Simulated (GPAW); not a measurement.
Here is a GPAW 26.7.0 calculation.

File run.py:

```python
from ase import Atoms
from ase.eos import EquationOfState
from ase.io import Trajectory
from ase.units import GPa
from ase.parallel import parprint
from gpaw import GPAW, PW

atoms = Atoms(['Fe'],
              cell=[[0.0, 1.9417396906, 1.9651051623],
                    [1.4984397099, 0.0, 1.9651051623],
                    [1.4984397099, 1.9417396906, 0.0]],
              scaled_positions=[[0.0, 0.0, 0.0]],
              pbc=True)
atoms.set_initial_magnetic_moments([3.0])

traj = Trajectory('eos.traj', 'w')
volumes, energies = [], []
for x in [0.94, 0.96, 0.98, 1.0, 1.02, 1.04, 1.06]:
    a = atoms.copy()
    a.set_cell(atoms.cell * x**(1 / 3), scale_atoms=True)
    calc = GPAW(mode=PW(600),
                xc='MGGA_X_R2SCAN+MGGA_C_R2SCAN',
                kpts={'size': (10, 10, 10), 'gamma': True},
                occupations={'name': 'fermi-dirac', 'width': 0.05},
                nbands=12,
                convergence={'density': 1e-05, 'energy': 1e-05},
                maxiter=150,
                txt=f'eos-{x:.2f}.txt')
    a.calc = calc
    energies.append(a.get_potential_energy(force_consistent=True))
    volumes.append(a.get_volume())
    p = -a.get_stress()[:3].mean() / GPa
    calc.write(f'eos-{x:.2f}.gpw')
    traj.write(a)
    parprint(f'{x:.2f} {volumes[-1]:10.4f} A^3 {energies[-1]:14.6f} eV {p:9.3f} GPa', flush=True)

v0, e0, B = EquationOfState(volumes, energies, eos='birchmurnaghan').fit()
parprint(f'V0 = {v0:.4f} A^3, E0 = {e0:.6f} eV, B0 = {B / GPa:.2f} GPa')
```

Potentials or basis: GPAW PAW data sets (gpaw-data 1.2.1), pw.

The run is started by

```console
$ OMP_NUM_THREADS=1 mpirun -n 4 gpaw python run.py
```

(1) What does it give for the bulk modulus at fixed shape and positions?

(2) Estimate the equilibrium volume.

Results:

(1) 178 GPa (rough).

(2) 12.01 Å³/atom (rough: see the caveat).

Caveat: the fit is doubtful: noisy points or a state that changes with volume; the points scatter about the fit; the cell was scaled at fixed shape and fractional positions, which overstates the stiffness of a crystal with free parameters, most of all of layers and chains; the PAW data sets were made with another functional, which shifts forces and pressure a little.
